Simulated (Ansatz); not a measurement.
# Al (Fm-3m) in Ansatz: notebook, part 2 of 2

Ansatz 0.2.0.

### 4 Band structure, revPBE

Input file input.yaml:

```yaml
crystal:
  lattice:
    - [0.0, 2.024805, 2.024805]
    - [2.024805, 0.0, 2.024805]
    - [2.024805, 2.024805, 0.0]
  atoms:
    - { symbol: Al, position: [0.0, 0.0, 0.0] }
hamiltonian:
  xc: revpbe
  pseudopotentials: { kind: paw }
kpoints:
  mp_grid: { grid: [11, 11, 11] }
  band_path:
    path:
      - [[0.0, 0.0, 0.0], [0.5, 0.0, 0.5], [0.5, 0.25, 0.75], [0.375, 0.375, 0.75], [0.0, 0.0, 0.0], [0.5, 0.5, 0.5], [0.625, 0.25, 0.625], [0.5, 0.25, 0.75], [0.5, 0.5, 0.5], [0.375, 0.375, 0.75]]
      - [[0.625, 0.25, 0.625], [0.5, 0.0, 0.5]]
    npoints: 14
scf:
  occupations: { method: fermi_dirac, width: 0.05 }
  n_extra_bands: 6
output:
  forces: true
  stress: true
  eigenvalues: true
  fatbands: false
```

Potentials or basis: Ansatz PAW.

Started as:

```
ansatz run input.yaml --threads 2 --pin off --max-ram 5120MiB --backend cpu --events-out ev --progress --plain --runs-dir out
```

Standard output:

```text
Warning: RAYON_NUM_THREADS=2 ignored (pool sized by the plan → 2); use --threads N
scf.n_extra_bands = 6 over 2 filled bands (N_el = 3.0): the run solves 8 bands
Engine: ansatz 0.2.0, aarch64-unknown-linux-gnu
Pseudopotentials: kind: paw
Pseudopotential: Al, paw, valence charge 3, recommended cutoff 420 eV (normal), Al.paw.azcp
Functional definition: revPBE
  parameter kappa = 1.245
  parameter beta = 0.06672455060314922
  exchange = pbe_x(kappa = kappa, mu = beta*pi^2/3)
  correlation = pbe_c(beta = beta)
Crystal: 1 atoms, lattice volume = 16.603 Å³
Basis set: ecut = 420 eV, 331 PW (Γ), exchange–correlation on 40×40×40 points (8 copies of the dense FFT grid, shifted against one another)
Bands: 8, of which v1, the nominal top of the filled ones, is band 2 counted from 1 (1 counted from 0)
Symmetry: 48 space group operations
Space group: Fm-3m (ITA 225), of the structure as read, at distance tolerance 2.6e-5 Å
k-points: 56 of 1331
Non-local potential: Al, projectors of the file, l = 0: 2, l = 1: 2, l = 2: 1
PAW form: soft (Blöchl's): semilocal exchange-correlation on the pseudo side does not see the compensation charge
PAW frozen core: Al, regenerated for the run's functional, and the local potential with it (the file was generated under x = pbe(κ = 0.804, μ = 0.2195149727645171), c = pbe(β = 0.06672455060314922))
PAW one-centre angular grid: Al, 110 points (default); XC on 64 Gauss nodes
Initial density: superposition of atomic densities (neutral atoms: chi_scale 0, normalization atom), corrected by the library's trained network
Initial wavefunctions: pseudopotential atomic-orbital guess
Functional: x = revpbe(κ = 1.245, μ = 0.2195149727645171), c = pbe(β = 0.06672455060314922)
SCF iter   1: F=—  HF=-539.631438 eV  |F-HF|=—  |Δ(HF+E_count)|=         —  Δρ=1.40e-3  dr2=3.15e-4  ethr=1.77e-3  ⟨swp⟩=4.6  Hψ=3397  notcnv=0  defer=1
preconditioner: auto → none  [metal: Δε(μ)=0.037 eV  Ē_g=16.435 eV  σ=0.050 eV  W_gap=0.18  n_scr=0 (ndim 8)  ℏωp=15.8 eV  f_vac=0.000  D(μ)=0.54/eV (n_scr^D=0)]
SCF iter   2: F=—  HF=-539.631354 eV  |F-HF|=—  |Δ(HF+E_count)|=   8.45e-5  Δρ=6.73e-4  dr2=7.19e-5  ethr=1.05e-5  ⟨swp⟩=1.2  Hψ=907  notcnv=0  defer=6
SCF iter   3: F=—  HF=-539.631370 eV  |F-HF|=—  |Δ(HF+E_count)|=   1.65e-5  Δρ=2.38e-5  dr2=1.08e-7  ethr=2.40e-6  ⟨swp⟩=1.9  Hψ=427  notcnv=0  defer=6
iter 4 did not close the SCF: its close was put off for the readings that it lacked (scf_convergence_deferred on its scf_iter line)
SCF iter   4: F=-539.631370 eV  HF=-539.631370 eV  |F-HF|=2.32e-9  |Δ(HF+E_count)|=   3.74e-8  Δρ=5.02e-6  dr2=2.93e-9  ethr=3.61e-9  ⟨swp⟩=1.1  Hψ=362  notcnv=0  defer=6
iter 5 did not close the SCF: its close was put off for the readings that it lacked (scf_convergence_deferred on its scf_iter line)
SCF iter   5: F=-539.631370 eV  HF=-539.631370 eV  |F-HF|=2.05e-12  |Δ(HF+E_count)|=   2.37e-9  Δρ=1.43e-7  dr2=2.01e-12  ethr=9.77e-11  ⟨swp⟩=1.2  Hψ=370  notcnv=0  defer=6
SCF iter   6: F=-539.631370 eV  HF=-539.631370 eV  |F-HF|=1.14e-13  |Δ(HF+E_count)|=  7.05e-12  Δρ=1.80e-8  dr2=4.95e-14  ethr=1.00e-12  ⟨swp⟩=3.7  Hψ=1824  notcnv=0
SCF 1 converged in 6 iterations: F = -539.631370 eV  dr2 = 4.95e-14
NSCF: frozen V_eff on 142 k-points
SCF converged after 6 iterations
Free energy (F): -539.631370 eV
Harris-Foulkes:  -539.631370 eV  (|F-HF|=1.14e-13)
Internal energy: -539.627367 eV  (E = F + TS)
E sigma→0 (E₀):  -539.629368 eV
Entropy (-TS):   -0.004003 eV (-4.003 meV/atom)
Fermi energy:    7.969046 eV
--- Per-component energies (eV) ---
  E_band       = 10.648564
  E_kinetic    = 22.664321
  E_local      = 10.019245  (includes V_loc(G=0)·N_el)
  E_nonlocal   = 10.027016
  E_hartree    = 0.104512
  E_xc         = -39.769467
  E_vxc        = -28.822922  (∫ρ·V_xc dr)
  E_paw        = -469.295578  (= ΣΔE_a)
  E_vpaw       = -3.448118  (= ΣTr[D̂ρ^β])
  E_aug_tail   = -0.000002  (compensation charges beyond the density's cutoff)
  E_ewald      = -73.363052
  E_core_change = -0.014361  (= ΣΔE_core)
  E_smearing   = -0.004003  (= −TS)
  E_closure    = 0.000000  (closes the sum)
  Σ components = -539.631370   (vs F -539.631370, Δ=0.00e0)
--- Forces (eV/Å), atoms counted from 1 ---
  atom   1  Al    -0.00000000    -0.00000000     0.00000000
  max |Σ_I F_I| component: 8.22e-33 eV/Å
--- Stress (GPa, compression-positive) ---
        0.701669       0.000000       0.000000
        0.000000       0.701669       0.000000
        0.000000       0.000000       0.701669
  P = ⅓ Tr σ = 0.7017 GPa (7.017 kbar)
--- Band table (eV; the first three rows and the last of 56) ---
  k-point 0: bands = ["-3.1305", "20.4678", "20.4678", "20.4678", "22.0800", "22.0800", "22.0800", "24.3469"]
  k-point 1: bands = ["-2.9069", "17.6062", "19.8675", "19.8675", "22.6953", "23.0191", "23.0191", "26.0975"]
  k-point 2: bands = ["-2.2382", "13.9755", "19.1566", "19.1566", "22.4448", "23.8008", "23.8008", "25.2513"]
  k-point 55: bands = ["6.5665", "6.8189", "8.2418", "10.1415", "21.8218", "24.6844", "24.8603", "26.7591"]
```

It took 0.96 s on 2 threads of Arm Neoverse N1, shared host; peak memory 0.24 GiB.

What came out:

```
Free energy            : -539.6314 eV
Pressure               : 0.7 GPa
Band gap on the k mesh : none (metal or under the smearing width)
```

Levels at the corners of the path, in eV from the Fermi level:
| point | band 1 | band 2 | band 3 | band 4 | band 5 |
| --- | --- | --- | --- | --- | --- |
| Γ | -11.10 | 12.50 | 12.50 | 12.50 | 14.11 |
| X | -2.93 | -1.60 | 5.19 | 5.58 | 5.58 |
| W | -0.86 | -0.86 | 0.15 | 1.13 | 15.71 |
| K | -1.89 | -1.37 | -0.39 | 6.54 | 8.16 |
| Γ | -11.10 | 12.50 | 12.50 | 12.50 | 14.11 |
| L | -4.59 | -4.36 | 11.35 | 11.35 | 11.41 |
| U | -1.89 | -1.37 | -0.39 | 6.54 | 8.16 |
| W | -0.86 | -0.86 | 0.15 | 1.13 | 15.71 |
| L | -4.59 | -4.36 | 11.35 | 11.35 | 11.41 |
| K | -1.89 | -1.37 | -0.39 | 6.54 | 8.16 |
| U | -1.89 | -1.37 | -0.39 | 6.54 | 8.16 |
| X | -2.93 | -1.60 | 5.19 | 5.58 | 5.58 |

Caveat: the PAW data sets come from PBE, with cores solved anew for the run's functional, which leaves a small shift of forces and pressure.

### 5 Single point, BLYP, 15.61 Å³/atom (volume scaled by 0.94)

Input file input.yaml:

```yaml
crystal:
  lattice:
    - [0.0, 1.9834708509, 1.9834708509]
    - [1.9834708509, 0.0, 1.9834708509]
    - [1.9834708509, 1.9834708509, 0.0]
  atoms:
    - { symbol: Al, position: [0.0, 0.0, 0.0] }
hamiltonian:
  xc: blyp
  pseudopotentials: { kind: paw }
kpoints:
  mp_grid: { grid: [11, 11, 11] }
scf:
  occupations: { method: fermi_dirac, width: 0.05 }
output:
  forces: true
  stress: true
  eigenvalues: true
```

Started as:

```
ansatz run input.yaml --threads 2 --pin off --max-ram 5120MiB --backend cpu --events-out ev --progress --plain --runs-dir out
```

Wall time 0.56 s (2 threads of Arm Neoverse N1, shared host); peak memory 0.24 GiB.

Results (log left out):

| Quantity | Value |
| --- | --- |
| Free energy | -540.4705 eV |
| Pressure | 8.3 GPa |
| Band gap on the k mesh | none (metal or under the smearing width) |

Caveat: the PAW data sets come from PBE, with cores solved anew for the run's functional, which leaves a small shift of forces and pressure.

### 6 Single point, BLYP, 15.94 Å³/atom (volume scaled by 0.96)

input.yaml: that of step 5 with these lines changed.

```diff
@@ -2,5 +2,5 @@
   lattice:
-    - [0.0, 1.9834708509, 1.9834708509]
-    - [1.9834708509, 0.0, 1.9834708509]
-    - [1.9834708509, 1.9834708509, 0.0]
+    - [0.0, 1.9974394157, 1.9974394157]
+    - [1.9974394157, 0.0, 1.9974394157]
+    - [1.9974394157, 1.9974394157, 0.0]
   atoms:
```

Potentials or basis: Ansatz PAW.

Started as:

```
ansatz run input.yaml --threads 2 --pin off --max-ram 5120MiB --backend cpu --events-out ev --progress --plain --runs-dir out
```

Wall time 0.56 s (2 threads of Arm Neoverse N1, shared host); peak memory 0.24 GiB.

It converged, with:

```
Free energy            : -540.4857 eV
Pressure               : 6.3 GPa
Band gap on the k mesh : none (metal or under the smearing width)
```

Caveat: the PAW data sets come from PBE, with cores solved anew for the run's functional, which leaves a small shift of forces and pressure.

### 7 Single point, BLYP, 16.27 Å³/atom (volume scaled by 0.98)

Input file input.yaml:

```yaml
crystal:
  lattice:
    - [0.0, 2.0112152952, 2.0112152952]
    - [2.0112152952, 0.0, 2.0112152952]
    - [2.0112152952, 2.0112152952, 0.0]
  atoms:
    - { symbol: Al, position: [0.0, 0.0, 0.0] }
hamiltonian:
  xc: blyp
  pseudopotentials: { kind: paw }
kpoints:
  mp_grid: { grid: [11, 11, 11] }
scf:
  occupations: { method: fermi_dirac, width: 0.05 }
output:
  forces: true
  stress: true
  eigenvalues: true
  write_density: true
  write_potential: true
  elf: true
  volumetric_format: npy
```

Started as:

```
ansatz run input.yaml --threads 2 --pin off --max-ram 5120MiB --backend cpu --events-out ev --progress --plain --runs-dir out
```

Run time: 0.71 s. Hardware: 2 threads of Arm Neoverse N1, shared host; peak memory 0.24 GiB.

It converged, with:

| Property | Result |
| --- | --- |
| Free energy | -540.4970 eV |
| Pressure | 4.6 GPa |
| Band gap on the k mesh | none (metal or under the smearing width) |

Caveat: the PAW data sets come from PBE, with cores solved anew for the run's functional, which leaves a small shift of forces and pressure.

### 8 Single point, BLYP, 16.60 Å³/atom

Input file input.yaml:

```yaml
crystal:
  lattice:
    - [0.0, 2.024805, 2.024805]
    - [2.024805, 0.0, 2.024805]
    - [2.024805, 2.024805, 0.0]
  atoms:
    - { symbol: Al, position: [0.0, 0.0, 0.0] }
hamiltonian:
  xc: blyp
  pseudopotentials: { kind: paw }
kpoints:
  mp_grid: { grid: [11, 11, 11] }
scf:
  occupations: { method: fermi_dirac, width: 0.05 }
output:
  forces: true
  stress: true
  eigenvalues: true
```

Started as:

```
ansatz run input.yaml --threads 2 --pin off --max-ram 5120MiB --backend cpu --events-out ev --progress --plain --runs-dir out
```

Run time: 0.58 s. Hardware: 2 threads of Arm Neoverse N1, shared host; peak memory 0.24 GiB.

The run converged. Its results:

* Free energy: -540.5048 eV
* Pressure: 3.0 GPa
* Band gap on the k mesh: none (metal or under the smearing width)

Caveat: the PAW data sets come from PBE, with cores solved anew for the run's functional, which leaves a small shift of forces and pressure.

### 9 Single point, BLYP, 16.93 Å³/atom (volume scaled by 1.02)

input.yaml: that of step 8 with these lines changed.

```diff
@@ -2,5 +2,5 @@
   lattice:
-    - [0.0, 2.024805, 2.024805]
-    - [2.024805, 0.0, 2.024805]
-    - [2.024805, 2.024805, 0.0]
+    - [0.0, 2.0382146954, 2.0382146954]
+    - [2.0382146954, 0.0, 2.0382146954]
+    - [2.0382146954, 2.0382146954, 0.0]
   atoms:
```

Potentials or basis: Ansatz PAW.

Started as:

```
ansatz run input.yaml --threads 2 --pin off --max-ram 5120MiB --backend cpu --events-out ev --progress --plain --runs-dir out
```

Run time: 0.57 s. Hardware: 2 threads of Arm Neoverse N1, shared host; peak memory 0.24 GiB.

Results (log left out):

* Free energy: -540.5096 eV
* Pressure: 1.6 GPa
* Band gap on the k mesh: none (metal or under the smearing width)

Caveat: the PAW data sets come from PBE, with cores solved anew for the run's functional, which leaves a small shift of forces and pressure.

### 10 Single point, BLYP, 17.27 Å³/atom (volume scaled by 1.04)

input.yaml: that of step 9 with these lines changed.

```diff
@@ -2,5 +2,5 @@
   lattice:
-    - [0.0, 2.0382146954, 2.0382146954]
-    - [2.0382146954, 0.0, 2.0382146954]
-    - [2.0382146954, 2.0382146954, 0.0]
+    - [0.0, 2.0514502267, 2.0514502267]
+    - [2.0514502267, 0.0, 2.0514502267]
+    - [2.0514502267, 2.0514502267, 0.0]
   atoms:
```

Started as:

```
ansatz run input.yaml --threads 2 --pin off --max-ram 5120MiB --backend cpu --events-out ev --progress --plain --runs-dir out
```

It took 0.57 s on 2 threads of Arm Neoverse N1, shared host; peak memory 0.24 GiB.

Results (log left out):

* Free energy: -540.5117 eV
* Pressure: 0.4 GPa
* Band gap on the k mesh: none (metal or under the smearing width)

Caveat: the PAW data sets come from PBE, with cores solved anew for the run's functional, which leaves a small shift of forces and pressure.

### 11 Single point, BLYP, 17.60 Å³/atom (volume scaled by 1.06)

input.yaml: that of step 10 with these lines changed.

```diff
@@ -2,5 +2,5 @@
   lattice:
-    - [0.0, 2.0514502267, 2.0514502267]
-    - [2.0514502267, 0.0, 2.0514502267]
-    - [2.0514502267, 2.0514502267, 0.0]
+    - [0.0, 2.0645171409, 2.0645171409]
+    - [2.0645171409, 0.0, 2.0645171409]
+    - [2.0645171409, 2.0645171409, 0.0]
   atoms:
```

Started as:

```
ansatz run input.yaml --threads 2 --pin off --max-ram 5120MiB --backend cpu --events-out ev --progress --plain --runs-dir out
```

Wall time 0.58 s (2 threads of Arm Neoverse N1, shared host); peak memory 0.24 GiB.

It converged, with:

- Free energy: -540.5114 eV
- Pressure: -0.7 GPa
- Band gap on the k mesh: none (metal or under the smearing width)

Caveat: the PAW data sets come from PBE, with cores solved anew for the run's functional, which leaves a small shift of forces and pressure.

### 12 Equation of state, BLYP

Potentials or basis: Ansatz PAW.

No new run: the results of the series are fitted here.

What came out:

```yaml
Equilibrium_volume: 17.38 Å³/atom
Bulk_modulus: 59 GPa
Pressure_derivative_of_the_bulk_modulus: 5.0
```

Energy against volume, from the lowest point:
```
volume (Å³/atom)  energy (meV/atom)
          15.607              41.16
          15.939              26.03
          16.271              14.74
          16.603               6.87
          16.935               2.08
          17.267               0.00
          17.599               0.33
```

Caveat: the potentials were made for another functional, which shifts forces and pressure.

### 13 Summary

| task | level | k mesh | q mesh | points for each segment of the path | gap on the mesh (eV) |
| --- | --- | --- | --- | --- | --- |
| phonons | PBE | 10 × 10 × 10 | 2 × 2 × 2 | 8 | none |
| phonons | PBEsol | 10 × 10 × 10 | 2 × 2 × 2 | 8 | none |
| band structure | revPBE | 11 × 11 × 11 | - | 14 | none |
| equation of state | BLYP | 11 × 11 × 11 | - | - | - |

Alike in all rows: potentials or basis Ansatz PAW; no spin polarisation; cell as given; cutoff (eV) 420; smearing fermi-dirac 0.05 eV.

Every run on the cell as given and a fine mesh finds a metal.

Caveats: some levels weren't fully converged (some runs); the PAW data sets come from PBE, with cores solved anew for the run's functional, which leaves a small shift of forces and pressure (some runs); the potentials were made for another functional, which shifts forces and pressure (some runs).

Absolute energies hang on the potentials; compare differences alone.

### 14 Against experiment

Step 12. A measured bulk modulus of Al is 76.9 GPa (quoted in “The interpretation of polycrystalline coherent inelastic neutron scattering from aluminium”, 2013, pmc:3831299); the calculated 59 GPa misses it by -23.6 %. The fit is for a static lattice scaled at fixed shape and fixed fractional positions. The cell as given is a measured one (16.60 Å³/atom); BLYP puts the equilibrium volume +4.7 % from it, thermal expansion not counted.
